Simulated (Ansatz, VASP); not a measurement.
## W (linear W chain): VASP beside Ansatz

One calculation is typed for both programs; each brings its own data sets. How far apart do they land? The structure shown is the end of the Ansatz relaxation below.

Method: plane waves, with VASP 6.6.1 beside it; single point at revPBE, in Ansatz 0.2.0.

**1. Starting point**

The cell holds 1 atom: 1 W. Cell: a = 7.500 Å, b = 7.500 Å, c = 2.304 Å, α = 90.0°, β = 90.0°, γ = 90.0°. Vacuum lies along a and b. The structure's axis is c.

Coordinates:

```cif
data_structure
_symmetry_space_group_name_H-M 'P 1'
_symmetry_Int_Tables_number 1
_cell_length_a 7.5000
_cell_length_b 7.5000
_cell_length_c 2.3035
_cell_angle_alpha 90.000
_cell_angle_beta 90.000
_cell_angle_gamma 90.000
_cell_volume 129.57
loop_
_atom_site_label
_atom_site_type_symbol
_atom_site_fract_x
_atom_site_fract_y
_atom_site_fract_z
_atom_site_occupancy
W1 W 0.50000 0.50000 0.00000 1
```

**2. Ansatz: relaxation, revPBE**

Ansatz runs on its default PAW (the set named soft_2) files.

This run makes the geometry at which the two programs are then compared.

The input, input.yaml:

```yaml
crystal:
  lattice:
    - [7.5, 0.0, 0.0]
    - [0.0, 7.5, 0.0]
    - [0.0, 0.0, 3.0132]
  atoms:
    - { symbol: W, position: [0.5, 0.5, 0.0], spin: 2.0 }
magnetization:
  spin_polarized: true
kpoints:
  mp_grid: { grid: [1, 1, 27] }
scf:
  occupations: { method: fermi_dirac, width: 0.05 }
hamiltonian:
  xc: revpbe
relax:
  cell: { fix: [a, b, alpha, beta, gamma] }
  max_steps: 60
```

The run is started by

```bash
$ ansatz run input.yaml --threads 4 --pin off --max-ram 8192MiB --backend cpu --events-out ev --progress --plain --runs-dir out
```

Numbers of over 12 decimals in the logs are rounded to 6 here.

The program printed:

```text
Engine: ansatz 0.2.0, aarch64-unknown-linux-gnu
Pseudopotentials: kind: paw
Pseudopotential: W, paw, valence charge 14, recommended cutoff 420 eV (normal), W.paw.azcp
Functional definition: revPBE
  parameter kappa = 1.245
  parameter beta = 0.066725
  exchange = pbe_x(kappa = kappa, mu = beta*pi^2/3)
  correlation = pbe_c(beta = beta)
Crystal: 1 atoms, lattice volume = 169.493 Å³
Basis set: ecut = 420 eV, 3323 PW (Γ), exchange–correlation on 108×108×48 points (8 copies of the dense FFT grid, shifted against one another)
Bands: 12, of which v1, the nominal top of the filled ones, is band 7 counted from 1 (6 counted from 0)
Symmetry: 16 space group operations
Space group: P4/mmm (ITA 123), of the structure as read, at distance tolerance 5.5e-5 Å
Magnetic group: BNS 123.339 (UNI 999), of the structure as read, at distance tolerance 5.5e-5 Å
k-points: 14 of 27
Non-local potential: W, projectors of the file, l = 0: 3, l = 1: 2, l = 2: 2, l = 3: 1
PAW form: soft (Blöchl's): semilocal exchange-correlation on the pseudo side does not see the compensation charge
PAW frozen core: W, regenerated for the run's functional, and the local potential with it (the file was generated under x = pbe(κ = 0.804, μ = 0.219515), c = pbe(β = 0.066725))
PAW one-centre angular grid: W, 590 points (default); XC on 64 Gauss nodes
Initial density: superposition of atomic densities (neutral atoms: chi_scale 0, normalization atom)
Starting moments: Σ|m| = 2 μB on 1 of 1 site
Initial wavefunctions: pseudopotential atomic-orbital guess
Functional: x = revpbe(κ = 1.245, μ = 0.219515), c = pbe(β = 0.066725)
iter 1 solved again at ethr=2.42e-3 eV; its pass at ethr=3.10e-3 eV (dr2=3.39e-1 eV) is discarded
SCF iter   1: F=—  HF=-10386.783371 eV  |F-HF|=—  |Δ(HF+E_count)|=         —  Δρ=1.26e-2 (↑6.22e-3 ↓1.26e-2)  dr2=3.45e-1  dr2_m=1.10e-1  M=2.484 μB ∫|m|=2.484 μB  β_m=0.30  ethr=2.42e-3  ⟨swp⟩=1.0  Hψ=2374  notcnv=0
Mixer restart at iter 1: flushing history
preconditioner: auto → LDOS  [metal: Δε(μ)=0.049 eV  Ē_g=3.312 eV  σ=0.050 eV  W_gap=0.24  n_scr=12 (ndim 8)  ℏωp=7.0 eV  f_vac=0.606  D(μ)=5.43/eV (n_scr^D=42)]
spin=Collinear: LDOS preconditioning applied to the charge; magnetization (m = ρ↑ − ρ↓) channel mixes plain (no charge-response kernel on spin).
SCF iter   2: F=—  HF=-10386.843950 eV  |F-HF|=—  |Δ(HF+E_count)|=   6.06e-2  Δρ=9.55e-3 (↑6.41e-3 ↓9.55e-3)  dr2=1.56e-1  dr2_m=8.35e-2  M=2.643 μB ∫|m|=2.643 μB  β_m=0.65  ethr=2.42e-3  ⟨swp⟩=2.0  Hψ=436  notcnv=0
SCF iter   3: F=—  HF=-10387.475371 eV  |F-HF|=—  |Δ(HF+E_count)|=         —  Δρ=1.68e-2 (↑1.68e-2 ↓1.50e-2)  dr2=1.08e-1  dr2_m=3.60e-1  M=4.281 μB ∫|m|=4.281 μB  β_m=1.00  ethr=1.12e-3  ⟨swp⟩=3.6  Hψ=781  notcnv=0
Mixer restart at iter 3: flushing history
SCF iter   4: F=—  HF=-10387.458344 eV  |F-HF|=—  |Δ(HF+E_count)|=   1.70e-2  Δρ=3.49e-3 (↑3.49e-3 ↓1.59e-3)  dr2=3.03e-2  dr2_m=4.94e-3  M=4.401 μB ∫|m|=4.401 μB  β_m=0.65  ethr=3.57e-4  ⟨swp⟩=3.0  Hψ=842  notcnv=0  defer=9
SCF iter   5: F=—  HF=-10387.452657 eV  |F-HF|=—  |Δ(HF+E_count)|=   5.69e-3  Δρ=1.77e-3 (↑1.58e-3 ↓1.77e-3)  dr2=9.79e-4  dr2_m=4.02e-3  M=4.522 μB ∫|m|=4.522 μB  β_m=0.68  ethr=2.16e-4  ⟨swp⟩=2.9  Hψ=760  notcnv=0  defer=11
SCF iter   6: F=—  HF=-10387.460578 eV  |F-HF|=—  |Δ(HF+E_count)|=   7.92e-3  Δρ=1.71e-3 (↑1.65e-3 ↓1.71e-3)  dr2=2.13e-4  dr2_m=4.30e-3  M=4.626 μB ∫|m|=4.626 μB  β_m=0.49  ethr=6.99e-6  ⟨swp⟩=2.0  Hψ=625  notcnv=0  defer=12
SCF iter   7: F=—  HF=-10387.465253 eV  |F-HF|=—  |Δ(HF+E_count)|=   4.67e-3  Δρ=6.89e-4 (↑6.67e-4 ↓6.89e-4)  dr2=2.50e-4  dr2_m=6.54e-4  M=4.700 μB ∫|m|=4.700 μB  β_m=0.81  ethr=1.52e-6  ⟨swp⟩=2.6  Hψ=684  notcnv=0  defer=12
[...]
preconditioner: auto → LDOS  [metal: Δε(μ)=0.073 eV  Ē_g=5.201 eV  σ=0.050 eV  W_gap=0.34  n_scr=20 (ndim 8)  ℏωp=8.0 eV  f_vac=0.628  D(μ)=3.06/eV (n_scr^D=20)]
spin=Collinear: LDOS preconditioning applied to the charge; magnetization (m = ρ↑ − ρ↓) channel mixes plain (no charge-response kernel on spin).
[...]
SCF iter  14: F=—  HF=-10388.386023 eV  |F-HF|=—  |Δ(HF+E_count)|=  2.91e-10  Δρ=5.07e-8 (↑5.02e-8 ↓5.07e-8)  dr2=2.20e-12  dr2_m=2.00e-12  M=-0.000 μB ∫|m|=0.000 μB  β_m=0.99  ethr=1.00e-12  ⟨swp⟩=2.8  Hψ=600  notcnv=0
SCF iter  15: F=-10388.386023 eV  HF=-10388.386023 eV  |F-HF|=1.82e-12  |Δ(HF+E_count)|=    0.00e0  Δρ=2.09e-8 (↑8.94e-9 ↓2.09e-8)  dr2=7.93e-13  dr2_m=6.84e-14  M=-0.000 μB ∫|m|=0.000 μB  ethr=1.00e-12  ⟨swp⟩=4.7  Hψ=1331  notcnv=0
the starting moments were not kept: the SCF closed with an absolute magnetisation of 1.6e-5 μB, where they sum to 2 μB in size (1 site). That is at most 0.1 of that sum.
SCF 8 converged in 15 iterations: F = -10388.386023 eV  dr2 = 7.93e-13
relax step   8: F+E_penalty+E_count = -10388.38602294 eV  Δ(F+E_penalty+E_count) = -3.919e-3 eV  max|allowed force component| = 0.000e0 eV/Å  Δτ_max = 0.0000 Å  P = -0.155 GPa  Ω = 129.574 Å³  energy of the carried Pulay correction = +1.611e-3 eV  fix = [a, b, alpha, beta, gamma]  reactions: a -0.212, b -0.212 GPa  (15 SCF iters, accepted)
Basis set: ecut = 420 eV, 2527 PW (Γ), exchange–correlation on 108×108×32 points (8 copies of the dense FFT grid, shifted against one another)
Initial wavefunctions: pseudopotential atomic-orbital guess (no wavefunctions were taken with the density)
iter 1 solved again at ethr=8.68e-8 eV; its pass at ethr=3.10e-3 eV (dr2=1.21e-5 eV) is discarded
SCF iter   1: F=—  HF=-10388.385397 eV  |F-HF|=—  |Δ(HF+E_count)|=         —  Δρ=5.99e-5 (↑5.99e-5 ↓5.99e-5)  dr2=2.61e-6  dr2_m=2.05e-13  M=-0.000 μB ∫|m|=0.000 μB  β_m=0.65  ethr=8.68e-8  ⟨swp⟩=3.6  Hψ=3088  notcnv=0
preconditioner: auto → LDOS  [metal: Δε(μ)=0.042 eV  Ē_g=5.194 eV  σ=0.050 eV  W_gap=0.21  n_scr=8 (ndim 8)  ℏωp=8.0 eV  f_vac=0.627  D(μ)=3.06/eV (n_scr^D=20)]
spin=Collinear: LDOS preconditioning applied to the charge; magnetization (m = ρ↑ − ρ↓) channel mixes plain (no charge-response kernel on spin).
SCF iter   2: F=—  HF=-10388.385399 eV  |F-HF|=—  |Δ(HF+E_count)|=   1.89e-6  Δρ=2.16e-5 (↑2.15e-5 ↓2.16e-5)  dr2=3.90e-7  dr2_m=6.10e-14  M=-0.000 μB ∫|m|=0.000 μB  β_m=0.61  ethr=1.86e-8  ⟨swp⟩=2.0  Hψ=536  notcnv=0
SCF iter   3: F=—  HF=-10388.385400 eV  |F-HF|=—  |Δ(HF+E_count)|=   3.69e-7  Δρ=3.84e-6 (↑3.83e-6 ↓3.84e-6)  dr2=1.98e-8  dr2_m=4.14e-14  M=-0.000 μB ∫|m|=0.000 μB  β_m=0.71  ethr=2.79e-9  ⟨swp⟩=2.6  Hψ=536  notcnv=0
SCF iter   4: F=—  HF=-10388.385400 eV  |F-HF|=—  |Δ(HF+E_count)|=   9.98e-8  Δρ=1.07e-6 (↑1.07e-6 ↓1.07e-6)  dr2=2.36e-9  dr2_m=4.20e-14  M=-0.000 μB ∫|m|=0.000 μB  β_m=0.79  ethr=1.42e-10  ⟨swp⟩=2.0  Hψ=424  notcnv=0
SCF iter   5: F=—  HF=-10388.385400 eV  |F-HF|=—  |Δ(HF+E_count)|=   7.30e-9  Δρ=3.37e-7 (↑3.35e-7 ↓3.37e-7)  dr2=3.58e-10  dr2_m=4.58e-14  M=-0.000 μB ∫|m|=0.000 μB  β_m=0.79  ethr=1.68e-11  ⟨swp⟩=2.1  Hψ=468  notcnv=0
SCF iter   6: F=—  HF=-10388.385400 eV  |F-HF|=—  |Δ(HF+E_count)|=   1.40e-8  Δρ=1.19e-7 (↑1.19e-7 ↓1.18e-7)  dr2=1.68e-11  dr2_m=2.12e-14  M=-0.000 μB ∫|m|=0.000 μB  β_m=0.90  ethr=2.56e-12  ⟨swp⟩=2.4  Hψ=460  notcnv=0
SCF iter   7: F=-10388.385400 eV  HF=-10388.385400 eV  |F-HF|=2.00e-11  |Δ(HF+E_count)|=  3.57e-10  Δρ=3.13e-8 (↑3.13e-8 ↓3.11e-8)  dr2=1.01e-12  dr2_m=9.00e-15  M=-0.000 μB ∫|m|=0.000 μB  ethr=1.00e-12  ⟨swp⟩=4.2  Hψ=1319  notcnv=0
the starting moments were not kept: the SCF closed with an absolute magnetisation of 1.3e-5 μB, where they sum to 2 μB in size (1 site). That is at most 0.1 of that sum.
SCF 9 converged in 7 iterations: F = -10388.385400 eV  dr2 = 1.01e-12
relax step   9: F+E_penalty+E_count = -10388.38539976 eV  Δ(F+E_penalty+E_count) = +6.232e-4 eV  max|allowed force component| = 0.000e0 eV/Å  Δτ_max = 0.0000 Å  P = -0.159 GPa  Ω = 129.574 Å³  fix = [a, b, alpha, beta, gamma]  reactions: a -0.215, b -0.215 GPa  stress off target by 4.61e-2 GPa on what of the cell is left free  SCF on the basis re-selected at this cell (its energy is not comparable with the rows above)  (7 SCF iters)
basis re-selected at this cell: Δ(F+E_penalty+E_count) = +6.232e-4 eV, ΔP = -0.004 GPa vs the last step (what re-selecting the basis moved, of the pressure what is left beyond the Pulay correction that the steps carried, after the strain that the cell walked since its last selection, with what the two solves' SCF thresholds leave and, on support functions, any second-order correction that the steps lacked; it is no measure of the basis error at this ecutwfc). The dense FFT grid was sized anew with the basis: this SCF ran on 54×54×16 points, the steps before it on 54×54×24, so part of this shift can come from that change (see relax.cell in the input reference). [rest of the remark cut]
SCF converged after 7 iterations
Magnetization: -0.0000 μB (7.0000 up, 7.0000 down)
Absolute magnetization: 0.0000 μB (∫|ρ↑−ρ↓|, with the PAW one-centre terms)
Spin contamination: 0.0000 ħ² per cell (⟨S²⟩ above its minimum at these occupations)
Per-site moments (μB) at R_I (Å): [(-7.728511687257989e-6, 0.950206)]
Free energy (F): -10388.385400 eV
Harris-Foulkes:  -10388.385400 eV  (|F-HF|=2.00e-11)
Internal energy: -10388.361242 eV  (E = F + TS)
E sigma→0 (E₀):  -10388.373321 eV
Entropy (-TS):   -0.024158 eV (-24.158 meV/atom)
Fermi energy:    -1.261962 eV
--- Per-component energies (eV) ---
  E_band       = -402.559845
  E_kinetic    = 445.618910
  E_local      = -2911.122430  (includes V_loc(G=0)·N_el)
  E_nonlocal   = 6.053564
  E_hartree    = 1206.937959
  E_xc         = -261.852115
  E_vxc        = -231.404297  (∫ρ·V_xc dr)
  E_paw        = -8572.575321  (= ΣΔE_a)
  E_vpaw       = -125.581449  (= ΣTr[D̂ρ^β])
  E_aug_tail   = -0.000061  (compensation charges beyond the density's cutoff)
  E_ewald      = -301.409245
  E_core_change = -0.012503  (= ΣΔE_core)
  E_smearing   = -0.024158  (= −TS)
  E_closure    = 0.000000  (closes the sum)
  Σ components = -10388.385400   (vs F -10388.385400, Δ=0.00e0)
--- Forces (eV/Å), atoms counted from 1 ---
  atom   1  W      0.00000000     0.00000000     0.00000000
  max |Σ_I F_I| component: 1.01e-28 eV/Å
--- Stress (GPa, compression-positive) ---
       -0.215329       0.000000       0.000000
        0.000000      -0.215329       0.000000
        0.000000       0.000000      -0.046097
  P = ⅓ Tr σ = -0.1589 GPa (-1.589 kbar)
--- Relaxed structure (8 steps of the walk, 7 accepted, 1 SCFs on fresh bases) ---
  F+E_penalty+E_count = -10388.38539976 eV   max|allowed force component| = 0.000e0 eV/Å   (the final SCF, on the basis selected at the relaxed cell)
  cell:  # Å, volume = 129.5736 Å³
    - [7.5, 0.0, 0.0]
    - [0.0, 7.5, 0.0]
    - [0.0, 0.0, 2.303530]
  atoms:
    - { symbol: W, position: [0.5, 0.5, 0.0] }
```

(Continued in part 2 of 2.)

[Lines on the potential files, build, host, timing and source positions are cut from VASP's logs without a mark.]

[Logs are printed without paths, hosts, clocks, repeated set-up lines and the standing remarks that a program may print on its own settings, such as how far it seeks lower states.]

[Hosts, paths, dates, database ids (printed as entryN), source tags and the programs' standing remarks are cut or masked in the printed files.]
